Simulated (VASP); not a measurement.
A run of VASP 6.6.1 is set up as follows.

Contents of INCAR:

```
ALGO = Fast
EDIFF = 1E-7
ENCUT = 520
GGA = PE
ISIF = 2
ISMEAR = 0
LASPH = True
LCHARG = False
LREAL = False
LWAVE = False
NELM = 80
PREC = Accurate
SIGMA = 0.015
```

Contents of KPOINTS:

```
k-points
0
Gamma
  10 10 5
```

The input POSCAR:

```
GaN
1.0
    3.1800000000      0.0000000000      0.0000000000
   -1.5900000000      2.7539607840      0.0000000000
    0.0000000000      0.0000000000      5.1660000000
Ga N
2 2
Direct
    0.6666666667      0.3333333333      0.5000000000
    0.3333333333      0.6666666667      0.0000000000
    0.6666666667      0.3333333333      0.8750000000
    0.3333333333      0.6666666667      0.3750000000
```

Potentials or basis: VASP PAW PBE potentials, release 64 (Ga_d, N).

Run with:

```sh
$ cat potpaw_PBE.64/Ga_d/POTCAR potpaw_PBE.64/N/POTCAR > POTCAR
$ mpirun -np 1 vasp_std > vasp.out
```

Problem. Estimate the pressure.

Solution. 7.5 GPa.

Problem. What does it give for the band gap on the k mesh?

Solution. 1.97 eV, direct.

Problem. What does it give for the largest force?

Solution. 0.135 eV/Å.

Forces in eV/Å, atoms in the order of the input:
```
Ga   0.000  0.000 -0.135
Ga   0.000  0.000 -0.135
N    0.000  0.000  0.135
N    0.000  0.000  0.135
```

**Measured values to compare with.**

“Studying electronic properties in GaN without electrical contacts using γ-γ vs e−-γ Perturbed Angular Correlations”, 2019, pmc:6823545 quotes, for a bulk crystal of GaN: band gap 3.503 ± 0.005 eV (direct).

Against the measured gap of GaN, 3.503 eV (direct; quoted in “Studying electronic properties in GaN without electrical contacts using γ-γ vs e−-γ Perturbed Angular Correlations”, 2019, pmc:6823545), the calculated 1.97 eV is off by -1.53 eV. Spin-orbit coupling on Ga is left out. The value is that of PBE, without temperature or zero-point motion. Semilocal functionals fall short of measured gaps as a rule.
